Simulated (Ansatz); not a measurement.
# fcc Pt(111) / fcc Ir(111) interface: transmission and 2AR, part 3 of 3

Wanted: 2AR for the fcc Pt(111) / fcc Ir(111) interface, at several levels.

Ansatz 0.2.0; Ansatz plane-wave DFT, PBE, PAW files; ballistic transport by layer matching (Landauer), zero bias; PAW set soft_1 (the session's first sound run).

So far, transmission per spin nearest the Fermi level: step 2 (transmission: PBE) 0.946; step 6 (LDA) 0.961; step 8 (r2SCAN, cutoff 500 eV) 0.927; step 10 (k-mesh 15×15×1, in plane spacing 2.7731 Å, lattice of Pt, PBE) 1.02.

**12. Transmission: PBE on the upper metal's lattice, in plane spacing 2.7149 Å, lattice of Ir**

And the upper metal's lattice, which puts it on the lower one. To save time only the energies from -0.06 to 0.06 eV are solved. The mesh is 52×52 and the cutoff, the files' own for this level, 420 eV.

This step: Ansatz plane-wave DFT, PBE, PAW files; ballistic transport by layer matching (Landauer), zero bias; PAW set soft_1 (Ansatz 0.2.0).

The cell differs from the one that the last finished run ended in (a 2.773 → 2.715 Å, b 2.773 → 2.715 Å, c 39.499 → 41.212 Å).

File input.yaml:

```yaml
crystal:
  lattice:
    - [2.7148657757, 0.0, 0.0]
    - [-1.3574328878, 2.3511427296, 0.0]
    - [0.0, 0.0, 41.2124686139]
  atoms:
    - { symbol: Pt, position: [0.0, 0.0, 0.0242645013] }
    - { symbol: Pt, position: [0.3333333333, 0.6666666667, 0.081589011] }
    - { symbol: Pt, position: [0.6666666667, 0.3333333333, 0.1389135207] }
    - { symbol: Pt, position: [0.0, 0.0, 0.1962380304] }
    - { symbol: Pt, position: [0.3333333333, 0.6666666667, 0.25356254] }
    - { symbol: Pt, position: [0.6666666667, 0.3333333333, 0.3108870497] }
    - { symbol: Pt, position: [0.0, 0.0, 0.3682115594] }
    - { symbol: Pt, position: [0.3333333333, 0.6666666667, 0.4255360691] }
    - { symbol: Pt, position: [0.6666666667, 0.3333333333, 0.4828605787] }
    - { symbol: Ir, position: [0.0, 0.0, 0.5384161343] }
    - { symbol: Ir, position: [0.3333333333, 0.6666666667, 0.5922027357] }
    - { symbol: Ir, position: [0.6666666667, 0.3333333333, 0.6459893372] }
    - { symbol: Ir, position: [0.0, 0.0, 0.6997759386] }
    - { symbol: Ir, position: [0.3333333333, 0.6666666667, 0.75356254] }
    - { symbol: Ir, position: [0.6666666667, 0.3333333333, 0.8073491415] }
    - { symbol: Ir, position: [0.0, 0.0, 0.8611357429] }
    - { symbol: Ir, position: [0.3333333333, 0.6666666667, 0.9149223444] }
    - { symbol: Ir, position: [0.6666666667, 0.3333333333, 0.9687089458] }
kpoints:
  mp_grid: { grid: [16, 16, 1] }
hamiltonian:
  xc: pbe
  pseudopotentials: { kind: paw, azcp: { folder: soft_1 } }
scf:
  occupations: { method: fermi_dirac, width: 0.1 }
output:
  transmission:
    leads: [[3, 4], [12, 13]]
    kmesh: [52, 52]
    e_range: [-0.06, 0.06]
    de: 0.04
  write_potential: true
  write_density: true
  volumetric_format: npy
```

On the command line:

```sh
> ansatz run input.yaml --threads 4 --pin off --max-ram 15360MiB --backend cpu --events-out ev --progress --plain --runs-dir out
```

Numbers of over 12 decimals in the logs are rounded to 6 here.

Output:

```text
[...]
Crystal: 18 atoms, lattice volume = 263.061 Å³
Basis set: ecut = 420 eV, 5183 PW (Γ)
Bands: 189, of which v1, the nominal top of the filled ones, is band 158 counted from 1 (157 counted from 0)
Symmetry: 12 space group operations
[...]
k-points: 30 of 256
[...]
SCF iter   1: F=—  HF=-220173.135490 eV  |F-HF|=—  |Δ(HF+E_count)|=         —  Δρ=1.92e-1  dr2=7.61e3  ethr=3.10e-3  ⟨swp⟩=5.1  Hψ=18012  notcnv=0  defer=146
[...]
SCF iter  12: F=-220153.706630 eV  HF=-220153.706630 eV  |F-HF|=6.34e-9  |Δ(HF+E_count)|=  7.86e-10  Δρ=2.85e-7  dr2=6.48e-9  ethr=3.17e-11  ⟨swp⟩=1.2  Hψ=5798  notcnv=0
SCF 1 converged in 12 iterations: F = -220153.706630 eV  dr2 = 6.48e-9
[...]
transmission: 1008 of 10080 steps passed
transmission: 2016 of 10080 steps passed
[...]
transmission: 10080 of 10080 steps passed
SCF converged after 12 iterations
Free energy (F): -220153.706630 eV
[...]
Internal energy: -220152.948710 eV  (E = F + TS)
E sigma→0 (E₀):  -220153.327670 eV
Entropy (-TS):   -0.757920 eV (-42.107 meV/atom)
Fermi energy:    24.565950 eV
[...]
--- Band table (eV; the first three rows and the last of 30) ---
  k-point 0: bands = [... 154 lower, 23.2808, 23.2812, 23.2812, 23.3587, 23.3587, 23.3727, 23.3727, 23.5743, ... 27 higher]
  k-point 1: bands = [... 154 lower, 23.1976, 23.2335, 23.2620, 23.3347, 23.3991, 23.4055, 23.4872, 23.4935, ... 27 higher]
  k-point 2: bands = [... 154 lower, 23.0800, 23.1356, 23.3122, 23.3384, 23.3744, 23.5153, 23.5270, 23.6659, ... 27 higher]
  k-point 29: bands = [... 154 lower, 24.6843, 24.8832, 24.9154, 24.9334, 25.1245, 25.1273, 25.1335, 25.3575, ... 27 higher]
--- Transmission ---
  basis      : 55 plane waves across, 40 finite elements along
  points     : 252, standing for a mesh of 52 x 52
[...]
channels       : 1.417899e0 a spin
[...]
slowest decay  : 0.0808 /Å at (0.3654, 0.2692)
[...]
channels       : 1.571746e0 a spin
[...]
slowest decay  : 0.0249 /Å at (0.3846, 0.2308)
  junction   : crystal 0 to crystal 1, 10.93 to 29.25 Å
    transmission   : 8.816782e-1 a spin
[...]
```

Wall time 87 s (4 threads of Arm Neoverse V1, shared host); peak memory 1.8 GiB.

This step gave:

```
free energy                        : -220153.7066 eV
energy at zero smearing            : -220153.3277 eV
cell area                          : 6.383 Å²
step of the lead's potential       : 2.2 meV
step of the upper lead's potential : 4.5 meV
```

Per spin. Table of transmission, zone mean by energy, zero at the Fermi level:

```csv
energy (eV),"transmission, zone mean"
-0.0600,0.912
-0.0200,0.882
0.0200,0.850
0.0600,0.827
```

Over the solved energies the transmission per spin lies between 0.827 and 0.912, out of 1.34 channels of the lead on average (up to 1.52).

**13. Resistance: PBE on the upper metal's lattice**

This step: Ansatz plane-wave DFT, PBE, PAW files; ballistic transport by layer matching (Landauer), zero bias; specific resistance of one interface, 1/T less the mean of the leads' 1/N; PAW set soft_1 (Ansatz 0.2.0).

Numbers from this step:

| Item | Value |
| --- | --- |
| area resistance | 0.3817 fΩ m² |
| T over the leads' mean channel count | 0.5937 |
| twice the interface resistance (2AR, or 2AR* for magnets) | 0.7634 fΩ m² |

Twice the interface resistance is 0.763 fΩ m² here, against 0.732 in the first run; 59.4 % of the two leads' mean channel count pass, 59.4 % before.

**14. Transmission: PBE with spin-orbit coupling, k-mesh 13×13×1, least span asked of the mesh across the current 70 Å**

Heavy elements are present, so the run is repeated with two-component spinors; it costs several times more and takes a coarser mesh. To save time only the energies from -0.04 to 0.04 eV are solved. The mesh is 30×30 and the cutoff, the files' own for this level, 420 eV.

This step: Ansatz plane-wave DFT, PBE, fully relativistic PAW files, spin-orbit coupling; ballistic transport by layer matching (Landauer), zero bias; PAW set soft_1 (Ansatz 0.2.0).

File input.yaml:

```yaml
crystal:
  lattice:
    - [2.7439985751, 0.0, 0.0]
    - [-1.3719992875, 2.376372474, 0.0]
    - [0.0, 0.0, 40.3420154922]
  atoms:
    - { symbol: Pt, position: [0.0, 0.0, 0.0247880526] }
    - { symbol: Pt, position: [0.3333333333, 0.6666666667, 0.0821125622] }
    - { symbol: Pt, position: [0.6666666667, 0.3333333333, 0.1394370719] }
    - { symbol: Pt, position: [0.0, 0.0, 0.1967615816] }
    - { symbol: Pt, position: [0.3333333333, 0.6666666667, 0.2540860913] }
    - { symbol: Pt, position: [0.6666666667, 0.3333333333, 0.3114106009] }
    - { symbol: Pt, position: [0.0, 0.0, 0.3687351106] }
    - { symbol: Pt, position: [0.3333333333, 0.6666666667, 0.4260596203] }
    - { symbol: Pt, position: [0.6666666667, 0.3333333333, 0.48338413] }
    - { symbol: Ir, position: [0.0, 0.0, 0.5389396855] }
    - { symbol: Ir, position: [0.3333333333, 0.6666666667, 0.5927262869] }
    - { symbol: Ir, position: [0.6666666667, 0.3333333333, 0.6465128884] }
    - { symbol: Ir, position: [0.0, 0.0, 0.7002994898] }
    - { symbol: Ir, position: [0.3333333333, 0.6666666667, 0.7540860913] }
    - { symbol: Ir, position: [0.6666666667, 0.3333333333, 0.8078726927] }
    - { symbol: Ir, position: [0.0, 0.0, 0.8616592941] }
    - { symbol: Ir, position: [0.3333333333, 0.6666666667, 0.9154458956] }
    - { symbol: Ir, position: [0.6666666667, 0.3333333333, 0.969232497] }
kpoints:
  mp_grid: { grid: [13, 13, 1] }
hamiltonian:
  xc: pbe
  pseudopotentials: { kind: paw_fr, azcp: { folder: soft_1 } }
scf:
  occupations: { method: fermi_dirac, width: 0.1 }
output:
  transmission:
    leads: [[3, 4], [12, 13]]
    kmesh: [30, 30]
    e_range: [-0.04, 0.04]
    de: 0.04
magnetization:
  noncollinear: true
  spin_orbit: true
```

Output:

```text
[...]
non-collinear run that drives no moment, with spin-orbit: no starting moment large enough to seed its density (crystal.atoms[].spin), no starting occupations that ask for one, no magnetisation constraint and no magnetic field, so the semilocal B_xc is pinned to zero
Crystal: 18 atoms, lattice volume = 263.061 Å³
Basis set: ecut = 420 eV, 5169 PW (Γ)
Bands: 378, of which v1, the nominal top of the filled ones, is band 315 counted from 1 (314 counted from 0)
Symmetry: 12 space group operations + 12 with time reversal
[...]
k-points: 21 of 169
Projection manifold: j_resolved (fully-relativistic pseudo-atomic orbitals)
[...]
SCF iter   1: F=—  HF=-220773.473140 eV  |F-HF|=—  |Δ(HF+E_count)|=         —  Δρ=1.92e-1  dr2=7.29e3  dr2_m=0.00e0 (ungated)  ethr=3.10e-3  |M|=0.00e0 ∫|m|=0.00e0 μB  |m|>n=0.0e0 m-floor=0.0e0 τ_xc=0.0e0  β_m=0.30  ⟨swp⟩=5.1  Hψ=16511  notcnv=0  defer=306
[...]
spin=Noncollinear: Kerker preconditioning applied to the charge; magnetization (m_x, m_y, m_z) channels mix plain (no charge-response kernel on spin).
SCF iter   2: F=—  HF=-220755.009073 eV  |F-HF|=—  |Δ(HF+E_count)|=    1.85e1  Δρ=5.52e-2  dr2=1.89e1  dr2_m=0.00e0 (ungated)  ethr=3.10e-3  |M|=0.00e0 ∫|m|=0.00e0 μB  |m|>n=0.0e0 m-floor=0.0e0 τ_xc=0.0e0  β_m=0.30  ⟨swp⟩=2.0  Hψ=7263  notcnv=0  defer=514
[...]
SCF iter  18: F=-220753.061372 eV  HF=-220753.061372 eV  |F-HF|=1.24e-8  |Δ(HF+E_count)|=   1.95e-9  Δρ=4.42e-7  dr2=1.26e-8  dr2_m=0.00e0 (ungated)  ethr=3.17e-11  |M|=0.00e0 ∫|m|=0.00e0 μB  |m|>n=0.0e0 m-floor=0.0e0 τ_xc=0.0e0  ⟨swp⟩=8.4  Hψ=9324  notcnv=0
SCF 1 converged in 18 iterations: F = -220753.061372 eV  dr2 = 1.26e-8
[...]
transmission: 364 of 3640 steps passed
transmission: 736 of 3640 steps passed
[...]
transmission: 3640 of 3640 steps passed
SCF converged after 18 iterations
Magnetization: |M| = 0.0000 μB,  M = (+0.0000, +0.0000, +0.0000) μB
Absolute magnetization: 0.0000 μB (∫|m|)
  site 0: m = (+0.0000, +0.0000, +0.0000) μB, |m| = 0.0000 μB  (R = 1.13 Å)
  site 1: m = (+0.0000, +0.0000, +0.0000) μB, |m| = 0.0000 μB  (R = 1.13 Å)
  site 2: m = (+0.0000, +0.0000, +0.0000) μB, |m| = 0.0000 μB  (R = 1.13 Å)
  site 3: m = (+0.0000, +0.0000, +0.0000) μB, |m| = 0.0000 μB  (R = 1.13 Å)
  site 4: m = (+0.0000, +0.0000, +0.0000) μB, |m| = 0.0000 μB  (R = 1.13 Å)
  site 5: m = (+0.0000, +0.0000, +0.0000) μB, |m| = 0.0000 μB  (R = 1.13 Å)
  site 6: m = (+0.0000, +0.0000, +0.0000) μB, |m| = 0.0000 μB  (R = 1.13 Å)
  site 7: m = (+0.0000, +0.0000, +0.0000) μB, |m| = 0.0000 μB  (R = 1.13 Å)
  site 8: m = (+0.0000, +0.0000, +0.0000) μB, |m| = 0.0000 μB  (R = 1.13 Å)
  site 9: m = (+0.0000, +0.0000, +0.0000) μB, |m| = 0.0000 μB  (R = 1.11 Å)
  site 10: m = (+0.0000, +0.0000, +0.0000) μB, |m| = 0.0000 μB  (R = 1.11 Å)
  site 11: m = (+0.0000, +0.0000, +0.0000) μB, |m| = 0.0000 μB  (R = 1.11 Å)
  site 12: m = (+0.0000, +0.0000, +0.0000) μB, |m| = 0.0000 μB  (R = 1.11 Å)
  site 13: m = (+0.0000, +0.0000, +0.0000) μB, |m| = 0.0000 μB  (R = 1.11 Å)
  site 14: m = (+0.0000, +0.0000, +0.0000) μB, |m| = 0.0000 μB  (R = 1.11 Å)
  site 15: m = (+0.0000, +0.0000, +0.0000) μB, |m| = 0.0000 μB  (R = 1.11 Å)
  site 16: m = (+0.0000, +0.0000, +0.0000) μB, |m| = 0.0000 μB  (R = 1.11 Å)
  site 17: m = (+0.0000, +0.0000, +0.0000) μB, |m| = 0.0000 μB  (R = 1.11 Å)
Free energy (F): -220753.061372 eV
[...]
Internal energy: -220752.314759 eV  (E = F + TS)
E sigma→0 (E₀):  -220752.688065 eV
Entropy (-TS):   -0.746613 eV (-41.479 meV/atom)
Fermi energy:    24.676633 eV
[...]
--- Band table (eV; the first three rows and the last of 21) ---
  k-point 0: bands = [... 311 lower, 23.4385, 23.4591, 23.4591, 23.4684, 23.4684, 23.4918, 23.4918, 23.5269, ... 59 higher]
  k-point 1: bands = [... 311 lower, 23.3276, 23.3683, 23.3683, 23.4313, 23.4313, 23.5374, 23.5374, 23.6088, ... 59 higher]
  k-point 2: bands = [... 311 lower, 23.2584, 23.3659, 23.3659, 23.5363, 23.5363, 23.6168, 23.6168, 23.6485, ... 59 higher]
  k-point 20: bands = [... 311 lower, 25.0365, 25.1002, 25.1002, 25.1303, 25.1303, 25.2656, 25.2656, 25.2669, ... 59 higher]
--- Transmission ---
  basis      : 55 plane waves across, 40 finite elements along
  points     : 91, standing for a mesh of 30 x 30
[...]
channels       : 2.468889e0 of both spins
[...]
slowest decay  : 0.0888 /Å at (0.3667, 0.2667)
[...]
channels       : 2.937778e0 of both spins
[...]
slowest decay  : 0.0871 /Å at (0.4000, 0.1667)
  junction   : crystal 0 to crystal 1, 10.71 to 28.64 Å
    transmission   : 1.584483e0 of both spins
[...]
```

Wall time 9 min (4 threads); peak memory 5.9 GiB; 34 min of CPU time.

This step gave:

```yaml
free_energy: -220753.0614 eV
energy_at_zero_smearing: -220752.6881 eV
fermi_energy: 24.68 eV
cell_area: 6.521 Å²
step_of_the_lead_s_potential: 2.1 meV
step_of_the_upper_lead_s_potential: 4.9 meV
```

Both spins together. The transmission, zone mean by energy, zero at the Fermi level:

```csv
energy (eV),"transmission, zone mean"
-0.0400,1.63
0.0000,1.58
0.0400,1.55
```

Over the solved energies the transmission, both spins together, lies between 1.55 and 1.63, out of 2.48 channels of the lead on average (up to 2.71).

**15. Resistance: PBE with spin-orbit coupling**

This step: Ansatz plane-wave DFT, PBE, fully relativistic PAW files, spin-orbit coupling; ballistic transport by layer matching (Landauer), zero bias; specific resistance of one interface, 1/T less the mean of the leads' 1/N; PAW set soft_1 (Ansatz 0.2.0).

Numbers from this step:

| Quantity | Value |
| --- | --- |
| area resistance | 0.4371 fΩ m² |
| T over the leads' mean channel count | 0.5833 |
| twice the interface resistance (2AR, or 2AR* for magnets) | 0.8741 fΩ m² |

Twice the interface resistance is 0.874 fΩ m² here, against 0.732 in the first run; 58.3 % of the two leads' mean channel count pass, 59.4 % before.

**16. Summary of results**

| Quantity | Value |
| --- | --- |
| 2AR, PBE | 0.732 fΩ m² |
| 2AR, LDA | 0.724 fΩ m² |
| 2AR, r2SCAN | 0.741 fΩ m² |
| 2AR, PBE on the lower metal's lattice | 0.699 fΩ m² |
| 2AR, PBE on the upper metal's lattice | 0.763 fΩ m² |
| 2AR, PBE with spin-orbit coupling | 0.874 fΩ m² |

What this shows: One interface gives 2AR = 0.732 fΩ m² (PBE). The functionals span 0.724 to 0.741 fΩ m². A mesh a third as fine gives 0.741 against 0.732 fΩ m². With a misfit of 2.1 %, the choice of the common lattice gives 0.699 on the lower metal's and 0.763 fΩ m² on the upper one's. Spin-orbit coupling changes it from 0.73 to 0.87 fΩ m², on a coarser mesh. The formula assumes diffuse scattering between interfaces; layers sit on ideal sites at each metal's own atomic volume.

[Logs are printed without paths, hosts, clocks, repeated set-up lines and the standing remarks that a program may print on its own settings, such as how far it seeks lower states.]

[Hosts, paths, dates, database ids (printed as entryN), source tags and the programs' standing remarks are cut or masked in the printed files.]
